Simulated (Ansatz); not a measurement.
Here is an Ansatz 0.2.0 calculation.

The input input.yaml:

```yaml
crystal:
  lattice:
    - [0.18960382, -2.17228837, -2.0431441]
    - [-2.01972352, 0.10629521, -1.95983549]
    - [2.38320037, 2.28583939, -4.38944304]
  atoms:
    - { symbol: Cu, position: [0.45623224, 0.53068563, 0.48541174] }
    - { symbol: Cu, position: [0.97428428, 0.98586739, 0.0243612] }
    - { symbol: O, position: [0.80166267, 0.74472112, 0.73928024] }
    - { symbol: O, position: [0.26782081, 0.23872587, 0.25094681] }
hamiltonian:
  xc: pbe
  pseudopotentials: { kind: paw }
  hubbard: { sites: [{ species: Cu, l: d, u_eff: 4.5 }] }
kpoints:
  mp_grid: { grid: [10, 10, 5] }
  band_path:
    path:
      - [[0.0, 0.0, -0.5], [0.0, 0.0, 0.0], [-0.5, 0.0, 0.0]]
      - [[-0.5, 0.0, -0.5], [0.0, 0.0, 0.0], [0.5, 0.5, 0.5]]
      - [[0.5, 0.5, 0.0], [0.0, 0.0, 0.0], [0.0, 0.5, 0.5]]
      - [[0.0, 0.5, 0.0], [0.0, 0.0, 0.0]]
    npoints: 14
scf:
  occupations: { method: fermi_dirac, width: 0.05 }
  n_extra_bands: 10
output:
  forces: true
  stress: true
  eigenvalues: true
  fatbands: false
  write_density: true
  write_potential: true
  elf: true
  volumetric_format: npy
```

Potentials or basis: Ansatz PAW.

Command:

```sh
$ ansatz run input.yaml --threads 2 --pin off --max-ram 5632MiB --backend cpu --events-out ev --progress --plain --runs-dir out
```

Estimate the largest force.

1.644 eV/Å.

What does it give for the band gap on the k mesh?

None (metal or under the smearing width).

Predict the pressure.

-1.1 GPa.

Stress tensor (GPa, compression positive):
```
-1.90  1.15  6.83
 1.15 -0.08  1.42
 6.83  1.42 -1.45
```

Caveat: the pressure holds a Pulay correction of +0.8 GPa for the finite cutoff; the run has no spin polarisation, though such a crystal can be magnetic; U without spin polarisation on a metal has little footing; forces of over 1 eV/Å show positions far from the minimum, so gaps and moduli don't describe the material at rest.
